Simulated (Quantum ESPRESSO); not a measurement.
Runs of Quantum ESPRESSO 7.5 on BaS. The structure is cubic, space group Fm-3m (No. 225). The conventional cell has a = 6.388 Å, b = 6.388 Å, c = 6.388 Å, α = 90.00°, β = 90.00°, γ = 90.00°. Ba (site symmetry m-3m) is surrounded by 6 S at 3.19 Å. S (site symmetry m-3m) is surrounded by 6 Ba at 3.19 Å. 

```tsv
level	ASE optimiser	rVV10 parameter b	dispersion computed by	gap on the mesh (eV)	pressure (GPa)	relaxed volume (Å³/atom)
revPBE	LBFGS	-	-	(a)	0.0	34.30
revPBE+rVV10	FIRE	6.3	-	2.20	0.0	33.04
revPBE+D3	FIRE	-	-	2.34	0.0	33.05
revPBE+D2	FIRE	-	-	1.52	-0.1	24.74
revPBE+D3(BJ)	LBFGS	-	-	2.31	0.0	32.37
revPBE+D4	BFGS	-	dftd4 4.3.1 through ASE	2.34	0.0	(b)
```

Alike in all rows: task relaxation of cell and atoms; potentials or basis PseudoDojo 0.4.1 SR PBE standard; no spin polarisation; cell relaxed; k mesh 7 × 7 × 7; cutoff (eV) 707; smearing fermi-dirac 0.05 eV.

Estimate the missing entries.

(a) 2.40; (b) 32.84.

Caveats: the potentials were made for another functional, which shifts forces and pressure; this release of the barium file is off; spin-orbit coupling is left out, which moves the levels of the heavy elements; an odd mesh through Γ misses points on the zone boundary, where band edges often lie; rVV10's parameter b was fitted to another functional (some runs); the volume moved by over 15 % at a fixed basis, so the end points are rough (some runs).

A k mesh can miss the band edges, and the runs leave out spin-orbit coupling on Ba.
